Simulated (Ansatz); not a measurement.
**InP under changes of volume**

One of the cells (21.227 Å³/atom); the others are scaled copies at fixed shape and fractional positions:

```
In P
1.0
     0.00000    2.76883    2.76883
     2.76883    0.00000    2.76883
     2.76883    2.76883    0.00000
In P
1 1
Direct
  0.00000 0.00000 0.00000
  0.50000 0.50000 0.50000
```

Measurements of this composition are mostly on another form, of space group No. 216.

| Item | Value |
| --- | --- |
| Program | Ansatz 0.2.0 |
| Functional | PBE |
| Potentials or basis | Ansatz PAW |
| Cutoff | 420 eV (not typed: the program's choice for these potentials) |
| k mesh | 8 × 8 × 8 |
| Occupations | fermi-dirac, width 0.05 eV |
| Spin | no spin polarisation |

| volume (Å³/atom) | energy over the lowest point (meV/atom) | pressure (GPa) |
| --- | --- | --- |
| 19.953 | 19.15 | 5.3 |
| 20.378 | 8.01 | 3.3 |
| 20.803 | 1.82 | 1.5 |
| 21.227 | 0.00 | 0.0 |
| 21.652 | 2.10 | -1.4 |
| 22.076 | ? | ? |
| 22.501 | 16.25 | -3.7 |

Problem. What does the run at 22.076 Å³/atom give?

Solution. Energy over the lowest point 7.66 meV/atom; pressure -2.7 GPa.

Worked out: A Birch-Murnaghan fit of order 3 (a polynomial in V^(-2/3)) to the other rows has its minimum at 21.20 Å³/atom with B0 = V·E''(V) = 74 GPa and B' = 4.9. It gives 7.63 meV/atom at 22.076 Å³/atom, against the run's 7.66, and -dE/dV = -2.7 GPa, against -2.7.

Energies are extrapolated to zero smearing.
